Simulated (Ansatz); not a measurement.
Space group P6_3mc (No. 186). a = 3.092 Å, b = 3.092 Å, c = 5.074 Å, α = 90.00°, β = 90.00°, γ = 120.00°
| atom | site | symmetry | x | y | z |
| --- | --- | --- | --- | --- | --- |
| Si | 2b | 3m. | 0.6667 | 0.3333 | 0.5046 |
| C | 2b | 3m. | 0.6667 | 0.3333 | 0.8804 |

Equation of state of this SiC structure (not necessarily the ground state), with shape and atoms relaxed at each volume where symmetry leaves them free. All numbers below come from Ansatz 0.2.0, DFT PBE, scalar-relativistic, plane waves, PAW.

Settings: cutoff 420 eV, Γ-centred mesh 12×12×6 on the computed 4-atom cell, Gaussian smearing of 0.02 eV; no spin polarisation.

```json
{"V (Å³/atom)": "9.242", "E − E(largest V) (meV/atom)": "64.47", "P (GPa)": "34.97", "gap on mesh (eV)": "2.08"}
{"V (Å³/atom)": "9.557", "E − E(largest V) (meV/atom)": "6.55", "P (GPa)": "24.20", "gap on mesh (eV)": "2.14"}
{"V (Å³/atom)": "9.872", "E − E(largest V) (meV/atom)": "-31.69", "P (GPa)": "14.92", "gap on mesh (eV)": "2.20"}
{"V (Å³/atom)": "10.187", "E − E(largest V) (meV/atom)": "-52.96", "P (GPa)": "6.91", "gap on mesh (eV)": "2.26"}
{"V (Å³/atom)": "10.502", "E − E(largest V) (meV/atom)": "-59.59", "P (GPa)": "0.01", "gap on mesh (eV)": "2.31"}
{"V (Å³/atom)": "10.817", "E − E(largest V) (meV/atom)": "-53.63", "P (GPa)": "-5.94", "gap on mesh (eV)": "2.36"}
{"V (Å³/atom)": "11.132", "E − E(largest V) (meV/atom)": "-36.79", "P (GPa)": "-11.07", "gap on mesh (eV)": "2.40"}
{"V (Å³/atom)": "11.553", "E − E(largest V) (meV/atom)": "0.00", "P (GPa)": "-16.81", "gap on mesh (eV)": "2.47"}
```

Question: Fit a third-order Birch–Murnaghan equation, E = E0 + (9V0B0/16)·[(x − 1)³B0' + (x − 1)²(6 − 4x)] with x = (V0/V)^(2/3), to E(V).

Answer: V0 = 10.50 Å³/atom, B0 = 213 GPa, B0' = 3.9.

It comes from a database structure that was distorted and then relaxed.
